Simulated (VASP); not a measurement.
Set up this calculation in VASP 6.6.1, as the native input.

- Task: single point
- Functional: PBE
- Potentials or basis: VASP PAW PBE potentials, release 64 (Sr_sv, Te)
- Cutoff: 520 eV
- k mesh: 11 × 11 × 11
- Occupations: fermi-dirac, width 0.03 eV
- Spin: no spin polarisation
- Dipole correction: no
- Further INCAR settings: ALGO = Fast; EDIFF = 1e-06; NBANDS = 15

The structure of SrTe lies in POSCAR:

```
SrTe
1.0
    0.0000000000      3.3022324320      3.3022324320
    3.3022324320      0.0000000000      3.3022324320
    3.3022324320      3.3022324320      0.0000000000
Sr Te
1 1
Direct
    0.0000000000      0.0000000000      0.0000000000
    0.5000000000      0.5000000000      0.5000000000
```

The cell comes from a database or a generator and needn't be the stable form of this composition.

The cell isn't the ideal one: volume scaled by 0.95.

The input as run:

INCAR

```
PREC = Accurate
ENCUT = 520
EDIFF = 1E-6
ISMEAR = -1
SIGMA = 0.03
LREAL = F
LASPH = T
NELM = 100
ALGO = Fast
ISIF = 2
LWAVE = F
LCHARG = T
GGA = PE
LELF = T
LVHAR = T
NBANDS = 15
```

KPOINTS

```
regular mesh
0
Gamma
  11 11 11
```

Potentials or basis: VASP PAW PBE potentials, release 64 (Sr_sv, Te).

Command:

```console
$ cat potpaw_PBE.64/Sr_sv/POTCAR potpaw_PBE.64/Te/POTCAR > POTCAR
$ mpirun -np 1 vasp_std > vasp.out
```

Results of the run:

```
Pressure               : 2.0 GPa
Band gap on the k mesh : 1.65 eV, indirect (least direct gap 2.40 eV)
```

Caveat: spin-orbit coupling is left out, which moves the levels of the heavy elements; an odd mesh through Γ misses points on the zone boundary, where band edges often lie.

Run time: 50 s on 1 thread of Intel(R) Xeon(R) Platinum 8488C (Sapphire Rapids) (shared host), peak memory 0.24 GiB.
